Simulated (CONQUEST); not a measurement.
Li2O under changes of volume

One of the cells (8.399 Å³/atom); the others are scaled copies at fixed shape and fractional positions:

```
O Li
1.0
     3.29067    0.00000    0.00000
     0.00000    3.29067    0.00000
     0.00000    0.00000    4.65371
O Li
2 4
Direct
  0.00000 0.00000 0.00000
  0.50000 0.50000 0.50000
  0.00000 0.50000 0.75000
  0.50000 0.00000 0.25000
  0.00000 0.50000 0.25000
  0.50000 0.00000 0.75000
```

The cell comes from a database or a generator and needn't be the stable form of this composition.

```yaml
Program: CONQUEST 1.3
Functional: PBEsol
Potentials_or_basis: PseudoDojo NC PBEsol, DZP, grid of 36 × 36 × 60 points
k_mesh: 8 × 8 × 6
Occupations: fermi-dirac, width 0.05 eV
Spin: no spin polarisation
```

```csv
volume (Å³/atom),energy over the lowest point (meV/atom),pressure (GPa),gap on the mesh (eV)
7.895,?,?,?
8.063,1.27,2.2,4.98
8.231,0.00,0.3,4.95
8.399,0.54,-1.3,4.92
8.567,2.77,-2.9,4.83
8.735,6.47,-4.1,4.70
8.903,11.49,-5.4,4.57
```

Problem. What does the run at 7.895 Å³/atom give?

Solution. Energy over the lowest point 4.60 meV/atom; pressure 4.2 GPa; gap on the mesh 5.02 eV.

Worked out: A Birch-Murnaghan fit of order 3 (a polynomial in V^(-2/3)) to the other rows has its minimum at 8.26 Å³/atom with B0 = V·E''(V) = 85 GPa and B' = 4.4. It gives 4.62 meV/atom at 7.895 Å³/atom, against the run's 4.60, and -dE/dV = 4.2 GPa, against 4.2. A parabola through the other rows of the gap, of slope 1.93 eV per unit of ln V there, extrapolates to 4.96 eV, against the run's 5.02.

Energies are extrapolated to zero smearing.

Caveats: the basis of atomic orbitals isn't converged, which shifts pressures, moduli and gaps; the real-space grid breaks the cell's symmetry a little (some runs).

A mesh can miss the band edges.
